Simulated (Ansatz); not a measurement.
Co:

```
CELL_PARAMETERS angstrom
2.48736 0.00000 0.00000
-1.24368 2.15412 0.00000
0.00000 0.00000 4.06329
ATOMIC_POSITIONS crystal
Co 0.33333 0.66667 0.74014
Co 0.66667 0.33333 0.25986
```

Alike in all runs: program Ansatz 0.2.0; functional PBEsol; potentials or basis Ansatz PAW; cutoff 420 eV (not typed: the program's choice for these potentials); k mesh 10 × 10 × 6; occupations fermi-dirac, width 0.05 eV.

The same cell was started in several ways:

| start | free energy over the lowest (meV/atom) | net moment (μB) | site or absolute moments (μB) | gap |
| --- | --- | --- | --- | --- |
| collinear spin, ferromagnetic start of up to 0.5 μB; fixed moment 1 | 177.4 | 1.00 | Co +0.53 | - |
| collinear spin, ferromagnetic start of up to 1.5 μB; fixed moment 3 | 0.0 | 3.00 | Co +1.57 | - |
| collinear spin, ferromagnetic start of up to 4 μB; fixed moment 8 | 5915.5 | 8.00 | Co +3.48 | - |
| collinear spin, ferromagnetic start of up to 2 μB; fixed moment 4 | 115.3 | 4.00 | Co +2.02 | - |
| collinear spin, program default start; fixed moment 0 | 208.3 | 0.00 | - | - |
| collinear spin, ferromagnetic start of up to 1 μB; fixed moment 2 | 102.8 | 2.00 | Co +1.06 | - |
| collinear spin, ferromagnetic start of up to 2.5 μB; fixed moment 5 | 682.4 | 5.00 | Co +2.40 | - |
| collinear spin, ferromagnetic start of up to 3 μB; fixed moment 6 | 1831.4 | 6.00 | Co +2.76 | - |

All polarised runs hold their moment fixed, so the table maps the energy against it. A still lower state may exist.

Caveats: the total moment is fixed, so each spin has its own Fermi level; forces of over 1 eV/Å show positions far from the minimum, so gaps and moduli don't describe the material at rest (some runs).
